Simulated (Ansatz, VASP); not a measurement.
## AlN in two plane-wave programs

One calculation is typed for both programs; each brings its own data sets and cutoff. How far apart do they land?

Main program and level: Ansatz 0.2.0; plane waves, with VASP 6.6.1 beside it; dielectric response at LDA.

### 1. The starting structure

It takes space group P6_3mc (No. 186, hexagonal). The conventional cell has a = 3.112 Å, b = 3.112 Å, c = 4.982 Å, α = 90.00°, β = 90.00°, γ = 120.00°. Nearest to Al lie 4 N at 1.89 to 1.90 Å. Nearest to N lie 4 Al at 1.89 to 1.90 Å. Farther neighbours and most contacts between anions are not listed.

Structure file:

```cif
data_structure
_symmetry_space_group_name_H-M 'P6_3mc'
_symmetry_Int_Tables_number 186
_cell_length_a 3.1120
_cell_length_b 3.1120
_cell_length_c 4.9820
_cell_angle_alpha 90.000
_cell_angle_beta 90.000
_cell_angle_gamma 120.000
_cell_volume 41.78
loop_
_atom_site_label
_atom_site_type_symbol
_atom_site_symmetry_multiplicity
_atom_site_Wyckoff_symbol
_atom_site_fract_x
_atom_site_fract_y
_atom_site_fract_z
_atom_site_occupancy
Al1 Al 2 b 0.33333 0.66667 0.00000 1
N1 N 2 b 0.33333 0.66667 0.38200 1
```

### 2. VASP: dielectric response, LDA

The response to a field tests empty states and converges slowly with the mesh.

Lines of VASP's logs that name or quote its potential files are left out, and so is its time.

INCAR

```
SYSTEM = AlN
PREC = Accurate
ENCUT = 520
EDIFF = 1E-08
NELM = 120
ISMEAR = 0
SIGMA = 0.02
LREAL = .FALSE.
ALGO = Normal
GGA = CA
NBANDS = 14
LASPH = .TRUE.
LWAVE = .FALSE.
LCHARG = .FALSE.
KPAR = 16
LEPSILON = .TRUE.
```

POSCAR

```
AlN
1.0
    3.1120000000      0.0000000000      0.0000000000
   -1.5560000000      2.6950710570      0.0000000000
    0.0000000000      0.0000000000      4.9820000000
Al N
2 2
Direct
    0.3333333333      0.6666666667      0.0000000000
    0.6666666667      0.3333333333      0.5000000000
    0.3333333333      0.6666666667      0.3820000000
    0.6666666667      0.3333333333      0.8820000000
```

KPOINTS

```
Automatic mesh
0
Gamma
8 8 5
0 0 0
```

The projector-augmented-wave data sets are Al and N (LDA family, release 64).

The run is started by

```console
> mpirun -np 16 vasp_std
```

Numbers of over 12 decimals in the logs are rounded to 6 here.

What it wrote:

```text
[banner, memory and clock lines left out]
running   16 mpi-ranks, on    1 nodes
 distrk:  each k-point on    1 cores,   16 groups
 distr:  one band on    1 cores,    1 groups

 POSCAR found type information on POSCAR AlN
 POSCAR found :  2 types and       4 ions
|                                                                             |
|           W    W    AA    RRRRR   N    N  II  N    N   GGGG   !!!           |
|           W    W   A  A   R    R  NN   N  II  NN   N  G    G  !!!           |
|           W    W  A    A  R    R  N N  N  II  N N  N  G       !!!           |
|           W WW W  AAAAAA  RRRRR   N  N N  II  N  N N  G  GGG   !            |
|           WW  WW  A    A  R   R   N   NN  II  N   NN  G    G                |
|           W    W  A    A  R    R  N    N  II  N    N   GGGG   !!!           |
|                                                                             |
|     For optimal performance we recommend to set                             |
|       NCORE = 2 up to number-of-cores-per-socket                            |
|     NCORE specifies how many cores store one orbital (NPAR=cpu/NCORE).      |
|     This setting can greatly improve the performance of VASP for DFT.       |
|     The default, NCORE=1 might be grossly inefficient on modern             |
|     multi-core architectures or massively parallel machines. Do your        |
|     Unfortunately you need to use the default for GW and RPA                |
|     calculations (for HF NCORE is supported but not extensively tested      |
|     yet).                                                                   |
|                                                                             |

 LDA part: xc-table for (Slater(with rela. corr.)+CA(PZ))
 , standard interpolation
 POSCAR, INCAR and KPOINTS ok, starting setup
 FFT: planning ... GRIDC
 FFT: planning ... GRID_SOFT
 FFT: planning ... GRID
 WAVECAR not read
 entering main loop
       N       E                     dE             d eps       ncg     rms          rms(c)
DAV:   1     0.389396494011E+02    0.38940E+02   -0.73276E+03   840   0.101E+03
DAV:   2    -0.344019686336E+02   -0.73342E+02   -0.67727E+02  1136   0.190E+02
DAV:   3    -0.378562465318E+02   -0.34543E+01   -0.34409E+01  1134   0.426E+01
DAV:   4    -0.378764488337E+02   -0.20202E-01   -0.20200E-01   942   0.401E+00
DAV:   5    -0.378766510563E+02   -0.20222E-03   -0.20222E-03  1128   0.392E-01    0.122E+01
DAV:   6    -0.329341562858E+02    0.49425E+01   -0.14136E+01   960   0.274E+01    0.439E+00
DAV:   7    -0.328911163123E+02    0.43040E-01   -0.66253E-01  1032   0.529E+00    0.279E+00
DAV:   8    -0.328355800874E+02    0.55536E-01   -0.82667E-02   972   0.259E+00    0.384E-01
DAV:   9    -0.328311357138E+02    0.44444E-02   -0.11111E-02  1122   0.745E-01    0.220E-01
DAV:  10    -0.328313032530E+02   -0.16754E-03   -0.74315E-04   966   0.192E-01    0.111E-01
DAV:  11    -0.328312511365E+02    0.52117E-04   -0.10689E-04  1074   0.825E-02    0.208E-02
DAV:  12    -0.328312507598E+02    0.37663E-06   -0.22880E-06  1044   0.113E-02    0.488E-03
DAV:  13    -0.328312505986E+02    0.16127E-06   -0.10363E-06  1122   0.764E-03    0.115E-03
DAV:  14    -0.328312506159E+02   -0.17307E-07   -0.17112E-08   964   0.108E-03    0.120E-03
DAV:  15    -0.328312506154E+02    0.43792E-09   -0.62395E-09   708   0.629E-04
   1 F= -.32831251E+02 E0= -.32831251E+02  d E =-.684039E-33
 Linear response reoptimize wavefunctions to high precision
DAV:   1    -0.328312506151E+02    0.29490E-09   -0.40952E-10   792   0.156E-04
DAV:   2    -0.328312506151E+02    0.29104E-10   -0.44958E-11   648   0.564E-05
 Linear response G [H, r] |phi>, progress :
  Direction:   1
       N       E                     dE             d eps       ncg     rms
RMM:   1    -0.628256451916E+02   -0.62826E+02    0.82064E+01  2033   0.697E+01
RMM:   2    -0.541616521480E+02    0.86640E+01   -0.33865E+00  1413   0.139E+01
RMM:   3    -0.541829137856E+02   -0.21262E-01   -0.27350E-02  1522   0.128E+00
RMM:   4    -0.541832448981E+02   -0.33111E-03   -0.12264E-03  1632   0.167E-01
RMM:   5    -0.541831873594E+02    0.57539E-04   -0.13799E-04  1617   0.260E-02
RMM:   6    -0.541831773798E+02    0.99796E-05   -0.23799E-05  1688   0.492E-03
RMM:   7    -0.541831757939E+02    0.15859E-05   -0.78430E-06  1661   0.162E-03
RMM:   8    -0.541831756125E+02    0.18139E-06   -0.83580E-06  1422   0.108E-03
RMM:   9    -0.541831755516E+02    0.60903E-07   -0.35118E-06  1158   0.999E-04
RMM:  10    -0.541831755378E+02    0.13743E-07    0.22109E-05  1135   0.994E-04
RMM:  11    -0.541831755974E+02   -0.59542E-07    0.75000E-06  1104   0.100E-03
 Linear response G [H, r] |phi>, progress :
  Direction:   2
       N       E                     dE             d eps       ncg     rms
RMM:   1    -0.670832700342E+02   -0.67083E+02    0.92968E+00  1919   0.687E+01
RMM:   2    -0.622050285910E+02    0.48782E+01   -0.28681E+00  1408   0.125E+01
RMM:   3    -0.622212510617E+02   -0.16222E-01   -0.33374E-02  1499   0.117E+00
RMM:   4    -0.622206510022E+02    0.60006E-03   -0.20154E-03  1599   0.155E-01
RMM:   5    -0.622205267984E+02    0.12420E-03   -0.29043E-04  1610   0.239E-02
RMM:   6    -0.622205085504E+02    0.18248E-04   -0.93959E-05  1678   0.445E-03
RMM:   7    -0.622205043502E+02    0.42001E-05   -0.51878E-05  1668   0.137E-03
[...]
RMM:   6    -0.581681087888E+02   -0.10276E-05   -0.29941E-06  1619   0.442E-03
RMM:   7    -0.581681088782E+02   -0.89362E-07   -0.50189E-06  1580   0.140E-03
RMM:   8    -0.581681088572E+02    0.20955E-07   -0.45454E-06  1279   0.906E-04
RMM:   9    -0.581681088651E+02   -0.78191E-08   -0.11294E-06  1108   0.841E-04
RMM:  10    -0.581681088658E+02   -0.78892E-09    0.83547E-06  1043   0.833E-04
RMM:  11    -0.581681088812E+02   -0.15375E-07   -0.76111E-06  1043   0.835E-04
 Linear response to external field (no local field effect), progress :
  Direction:   1
       N       E                     dE             d eps       ncg     rms          rms(c)
RMM:   1    -0.347466196840E+00   -0.34747E+00   -0.11353E+00  1760   0.294E+00
RMM:   2    -0.356578530950E+00   -0.91123E-02   -0.45064E-03  1440   0.377E-01
RMM:   3    -0.356659164650E+00   -0.80634E-04   -0.64184E-05  1519   0.396E-02
RMM:   4    -0.356660483406E+00   -0.13188E-05   -0.19064E-06  1556   0.553E-03
RMM:   5    -0.356660518729E+00   -0.35323E-07   -0.86890E-08  1507   0.856E-04
RMM:   6    -0.356660518852E+00   -0.12312E-09   -0.38885E-08  1195   0.183E-04
 change of polarisation eV/A/(eV/A) component  1 :     0.713    -0.234    -0.072
 dielectric tensor                  component  1 :     4.089    -1.015    -0.311
 Linear response to external field (no local field effect), progress :
  Direction:   2
       N       E                     dE             d eps       ncg     rms          rms(c)
RMM:   1    -0.479711992635E+00   -0.47971E+00   -0.17231E+00  1727   0.317E+00
RMM:   2    -0.490154380182E+00   -0.10442E-01   -0.55937E-03  1435   0.389E-01
RMM:   3    -0.490246478030E+00   -0.92098E-04   -0.78569E-05  1506   0.418E-02
RMM:   4    -0.490248086124E+00   -0.16081E-05   -0.25012E-06  1553   0.580E-03
RMM:   5    -0.490248129819E+00   -0.43695E-07   -0.72249E-08  1484   0.907E-04
RMM:   6    -0.490248130949E+00   -0.11304E-08   -0.16391E-08  1169   0.180E-04
 change of polarisation eV/A/(eV/A) component  2 :    -0.234     0.980    -0.053
 dielectric tensor                  component  2 :    -1.015     5.246    -0.228
 Linear response to external field (no local field effect), progress :
  Direction:   3
       N       E                     dE             d eps       ncg     rms          rms(c)
RMM:   1    -0.437050712586E+00   -0.43705E+00   -0.16139E+00  1721   0.297E+00
RMM:   2    -0.446379398989E+00   -0.93287E-02   -0.43023E-03  1414   0.349E-01
RMM:   3    -0.446435966308E+00   -0.56567E-04   -0.53779E-05  1461   0.345E-02
RMM:   4    -0.446436948178E+00   -0.98187E-06   -0.12568E-06  1517   0.451E-03
RMM:   5    -0.446436970799E+00   -0.22620E-07   -0.33091E-08  1464   0.670E-04
RMM:   6    -0.446436971618E+00   -0.81882E-09   -0.90904E-09  1043   0.142E-04
 change of polarisation eV/A/(eV/A) component  3 :    -0.072    -0.053     0.893
 dielectric tensor                  component  3 :    -0.311    -0.228     4.867
 Linear response to external field, progress :
  Direction:   1
       N       E                     dE             d eps       ncg     rms          rms(c)
RMM:   1    -0.413929584662E+00   -0.41393E+00   -0.14326E+00  5400   0.303E+00
RMM:   2    -0.423365573597E+00   -0.94360E-02   -0.50259E-03  4422   0.377E-01    0.966E-01
RMM:   3    -0.409953617038E+00    0.13412E-01   -0.86844E-03  4381   0.566E-01    0.567E-01
RMM:   4    -0.423725111655E+00   -0.13771E-01   -0.12567E-02  4421   0.695E-01    0.727E-02
RMM:   5    -0.425780746168E+00   -0.20556E-02   -0.25108E-04  4705   0.117E-01    0.117E-02
RMM:   6    -0.426019953678E+00   -0.23921E-03   -0.30201E-06  4932   0.121E-02    0.482E-03
RMM:   7    -0.426109538030E+00   -0.89584E-04   -0.32081E-07  4899   0.364E-03    0.401E-04
RMM:   8    -0.426114700454E+00   -0.51624E-05   -0.18583E-07  5007   0.380E-04    0.189E-04
RMM:   9    -0.426114374813E+00    0.32564E-06   -0.27079E-07  4263   0.185E-04    0.131E-05
RMM:  10    -0.426114720448E+00   -0.34563E-06   -0.42493E-08  2823   0.775E-05    0.408E-06
 change of polarisation eV/A/(eV/A) component  1 :     0.795    -0.043     0.000
 dielectric tensor                  component  1 :     4.444    -0.185     0.000
 Linear response to external field, progress :
  Direction:   2
       N       E                     dE             d eps       ncg     rms          rms(c)
RMM:   1    -0.414309041233E+00   -0.41431E+00   -0.14364E+00  5455   0.300E+00
RMM:   2    -0.423369662339E+00   -0.90606E-02   -0.49791E-03  4443   0.370E-01    0.966E-01
RMM:   3    -0.409953940383E+00    0.13416E-01   -0.86515E-03  4376   0.566E-01    0.568E-01
RMM:   4    -0.423734082246E+00   -0.13780E-01   -0.12594E-02  4454   0.695E-01    0.726E-02
RMM:   5    -0.425772772067E+00   -0.20387E-02   -0.25023E-04  4736   0.117E-01    0.119E-02
RMM:   6    -0.426019716309E+00   -0.24694E-03   -0.30922E-06  4952   0.121E-02    0.486E-03
RMM:   7    -0.426109721582E+00   -0.90005E-04   -0.39602E-07  4928   0.376E-03    0.383E-04
RMM:   8    -0.426113930959E+00   -0.42094E-05   -0.85356E-08  4990   0.372E-04    0.196E-04
RMM:   9    -0.426114003453E+00   -0.72494E-07   -0.10621E-07  4294   0.163E-04    0.800E-06
 change of polarisation eV/A/(eV/A) component  2 :    -0.114     0.795    -0.000
 dielectric tensor                  component  2 :    -0.494     4.444    -0.000
 Linear response to external field, progress :
  Direction:   3
       N       E                     dE             d eps       ncg     rms          rms(c)
RMM:   1    -0.437050712586E+00   -0.43705E+00   -0.16139E+00  1721   0.297E+00
RMM:   2    -0.446379398988E+00   -0.93287E-02   -0.43023E-03  1414   0.349E-01    0.980E-01
RMM:   3    -0.434461933678E+00    0.11917E-01   -0.73267E-03  1360   0.535E-01    0.577E-01
RMM:   4    -0.449005614684E+00   -0.14544E-01   -0.10851E-02  1385   0.662E-01    0.691E-02
RMM:   5    -0.450758741364E+00   -0.17531E-02   -0.17259E-04  1499   0.963E-02    0.222E-02
RMM:   6    -0.451286913068E+00   -0.52817E-03   -0.13838E-05  1508   0.247E-02    0.591E-03
RMM:   7    -0.451400881624E+00   -0.11397E-03   -0.80839E-07  1520   0.608E-03    0.143E-03
RMM:   8    -0.451426345742E+00   -0.25464E-04   -0.37471E-08  1551   0.124E-03    0.209E-04
RMM:   9    -0.451427196940E+00   -0.85120E-06   -0.15437E-08  1480   0.244E-04    0.376E-05
RMM:  10    -0.451426924799E+00    0.27214E-06   -0.15242E-07  1025   0.893E-05    0.852E-06
 change of polarisation eV/A/(eV/A) component  3 :    -0.071    -0.052     0.845
 dielectric tensor                  component  3 :    -0.308    -0.226     4.661
 Born effective charges drift removed
```

From OUTCAR (step 2):

```text
ion  position               nearest neighbor table
   1  0.333  0.667  0.000-   4 1.89   4 1.89   4 1.89   3 1.90   2 3.07   2 3.07   2 3.07   2 3.07
                             2 3.07   2 3.07
   2  0.667  0.333  0.500-   3 1.89   3 1.89   3 1.89   4 1.90   1 3.07   1 3.07   1 3.07   1 3.07
                             1 3.07   1 3.07
   3  0.333  0.667  0.382-   2 1.89   2 1.89   2 1.89   1 1.90
   4  0.667  0.333  0.882-   1 1.89   1 1.89   1 1.89   2 1.90

  LATTYP: Found a hexagonal cell.
 ALAT       =     3.1120000000
 C/A-ratio  =     1.6008997429

 Subroutine GETGRP returns: Found 12 space group operations
 (whereof  6 operations were pure point group operations)

The static configuration has the point symmetry C_3v.
 The point group associated with its full space group is C_6v.

 Found     30 irreducible k-points:

   k-points           NKPTS =     30   k-points in BZ     NKDIM =     30   number of bands    NBANDS=     14

   dimension x,y,z NGX =    24 NGY =   24 NGZ =   40
   dimension x,y,z NGXF=    48 NGYF=   48 NGZF=   80

   ENCUT  =  520.0 eV  38.22 Ry    6.18 a.u.   5.79  5.79  9.26*2*pi/ulx,y,z

   NELECT =      16.0000    total number of electrons

 k-points in reciprocal lattice and weights: Automatic mesh
   0.00000000  0.00000000  0.00000000       0.003
   0.12500000  0.00000000  0.00000000       0.019
   0.25000000  0.00000000  0.00000000       0.019
   0.37500000  0.00000000  0.00000000       0.019
   0.50000000  0.00000000  0.00000000       0.009
   0.12500000  0.12500000  0.00000000       0.019
   0.25000000  0.12500000  0.00000000       0.038
   0.37500000  0.12500000  0.00000000       0.038
   0.25000000  0.25000000  0.00000000       0.019
[...]
0.25000000  0.25000000  0.40000000       0.038
   0.37500000  0.25000000  0.40000000       0.038

 average (electrostatic) potential at core
       1 -69.9562       2 -69.9562       3 -59.9127       4 -59.9127

  Total       -1.0688082     -1.0688082     -1.0243948      0.0000000      0.0000000      0.0000000
  in kB      -40.9823490    -40.9823490    -39.2793608      0.0000000      0.0000000      0.0000000
  external PRESSURE =     -40.4146863 kB  Pullay stress =       0.0000000 kB

  energy-cutoff  :      520.00
  volume of cell :       41.78
      direct lattice vectors                 reciprocal lattice vectors
     3.112000000  0.000000000  0.000000000     0.321336761  0.185523865  0.000000000
    -1.556000000  2.695071057  0.000000000     0.000000000  0.371047731  0.000000000
     0.000000000  0.000000000  4.982000000     0.000000000  0.000000000  0.200722601

 POSITION                                       TOTAL-FORCE (eV/Angst)
 -----------------------------------------------------------------------------------
     -0.00000      1.79671      0.00000        -0.000000      0.000000      0.013619
      1.55600      0.89836      2.49100         0.000000     -0.000000      0.013619
     -0.00000      1.79671      1.90312         0.000000     -0.000000     -0.013619
      1.55600      0.89836      4.39412        -0.000000     -0.000000     -0.013619
 -----------------------------------------------------------------------------------
    total drift:                               -0.000000      0.000000      0.000579

 MACROSCOPIC STATIC DIELECTRIC TENSOR (including local field effects in DFT)
 ------------------------------------------------------
           4.444318     0.000000     0.000000
           0.000000     4.444318     0.000000
           0.000000     0.000000     4.660525
 ------------------------------------------------------

 PIEZOELECTRIC TENSOR (including local field effects)  for field in x, y, z        (C/m^2)
          XX          YY          ZZ          XY          YZ          ZX
  --------------------------------------------------------------------------------
  x    -0.00000     0.00000     0.00000     0.00000     0.00000     0.33688
  y     0.00000    -0.00000    -0.00000     0.00000     0.33688     0.00000
  z     0.26215     0.26215    -0.39703     0.00000     0.00000    -0.00000

 BORN EFFECTIVE CHARGES (including local field effects) (in |e|, cummulative output)
 ---------------------------------------------------------------------------------
 ion    1
    1     2.51344     0.00000     0.00000
    2     0.00000     2.51344     0.00000
    3     0.00000    -0.00000     2.67400
 ion    2
    1     2.51344     0.00000     0.00000
    2     0.00000     2.51344     0.00000
    3    -0.00000     0.00000     2.67400
 ion    3
    1    -2.51344     0.00000     0.00000
    2     0.00000    -2.51344    -0.00000
    3     0.00000    -0.00000    -2.67400
 ion    4
    1    -2.51344     0.00000     0.00000
    2     0.00000    -2.51344     0.00000
    3     0.00000     0.00000    -2.67400
```

Energies printed during the response cycles are not total energies of the cell.

[end of part 1 of 2]

[Lines on the potential files, build, host, timing and source positions are cut from VASP's logs without a mark.]

[Logs are printed without paths, hosts, clocks, repeated set-up lines and the standing remarks that a program may print on its own settings, such as how far it seeks lower states.]

[Hosts, paths, dates, database ids (printed as entryN), source tags and the programs' standing remarks are cut or masked in the printed files.]
